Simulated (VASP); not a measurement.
C: single point with LDA

Crystal: C.

```
C
1.0
     1.23319    0.71198    8.28262
    -1.23319    0.71198    8.28262
     0.00000   -1.42396    8.28262
C
4
Direct
  0.08717 0.08717 0.08717
  0.75385 0.75385 0.75385
  0.24615 0.24615 0.24615
  0.91283 0.91283 0.91283
```

This isn't the form of C at room conditions, which is graphite.

```yaml
Program: VASP 6.6.1
Task: single point
Functional: LDA
Potentials_or_basis: VASP PAW LDA potentials, release 64 (C)
Cutoff: 900 eV
k_mesh: 7 × 7 × 7
Occupations: gaussian, width 0.02 eV
Spin: no spin polarisation
Further_INCAR_settings: ADDGRID = False; ALGO = Normal; EDIFF = 1e-08
```

- Pressure: -5.8 GPa
- Largest force: 0.005 eV/Å
- Band gap on the k mesh: 2.60 eV, indirect (least direct gap 2.70 eV)

Forces on the atoms (eV/Å):
```
C    0.000  0.000  0.005
C    0.000  0.000 -0.004
C    0.000  0.000  0.004
C    0.000  0.000 -0.005
```

Stress tensor (GPa, compression positive):
```
-8.33  0.00  0.00
 0.00 -8.33  0.00
 0.00  0.00 -0.83
```

Levels at points of the mesh, in eV from the valence-band top:
| k point | band 6 | band 7 | band 8 | band 9 | band 10 | band 11 |
| --- | --- | --- | --- | --- | --- | --- |
| (0.00, 0.00, 0.00) | -1.74 | -1.73 | -1.73 | 4.09 | 7.69 | 9.55 |

Run time: 5.6 min on 1 thread of Intel(R) Xeon(R) 6975P-C (Granite Rapids), on a shared host, peak memory 0.63 GiB.

Caveat: the k mesh is coarse (spacing up to 0.42 Å⁻¹), so the values aren't converged; an odd mesh through Γ misses points on the zone boundary, where band edges often lie.
